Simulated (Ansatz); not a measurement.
SrF₂ (fluorite)

```xyz
6
Lattice="0.0000 5.8573 5.8573 2.9286 2.9286 5.8573 2.9286 2.9286 0.0000" Properties=species:S:1:pos:R:3 pbc="T T T"
Sr     0.0000     0.0000     0.0000
Sr     2.9286     5.8573     2.9286
F      1.4643     1.4643     1.4643
F      1.4643     4.3930     4.3930
F      4.3930     4.3930     4.3930
F      4.3930     7.3216     7.3216
```

A phonon eigenvector at X = (0.5, 0.5, 0.0) is frozen into this cell: atom i moves by Q times the vector below, so Q is the largest atomic displacement, in Å. The cell is held. (q is in reciprocal vectors of the primitive cell; the cell shown is doubled to hold the pattern.)

| atom | x | y | z |
|---|---|---|---|
| Sr1 | 0.000 | 0.000 | -1.000 |
| Sr2 | 0.000 | 0.000 | 1.000 |

Atoms not listed stay in place.

Computed with PBE (plane waves to 420 eV, PAW, scalar-relativistic; Ansatz, a program for electronic structure). k mesh 10×10×10 (Γ-centred), Fermi-Dirac smearing 0.05 eV. Energies are smeared free energies. SrF2 was relaxed with its symmetry unable to fall. The zero of ΔE is the undisplaced structure.

| Q (Å) | ΔE (meV/cell) |
|---|---|
| -0.1000 | 125.7 |
| -0.0833 | 87.4 |
| -0.0667 | 55.9 |
| -0.0500 | 31.5 |
| -0.0333 | withheld |
| -0.0167 | 3.5 |
| 0.0000 | 0.0 |
| 0.0167 | 3.5 |
| 0.0333 | withheld |
| 0.0500 | 31.5 |
| 0.0667 | 55.9 |
| 0.0833 | 87.4 |
| 0.1000 | 125.7 |

Task: Fit an even polynomial form (powers 2, 4) to the given rows and predict ΔE at Q = -0.0333.

Result: Least squares on the 11 given rows: ΔE = (12600)·Q² + (-2601)·Q⁴, in meV/cell with Q in Å; root-mean-square residual 0.06 meV/cell. At -0.0333 the fit gives 14.0 meV/cell; the calculation gives 14.0 meV/cell, the same to the digits shown. The quadratic term alone would give 14.0 meV/cell.

(For displaced atoms, the force is minus the slope of the energy, and its curvature is a force constant, which sets phonon frequencies.)
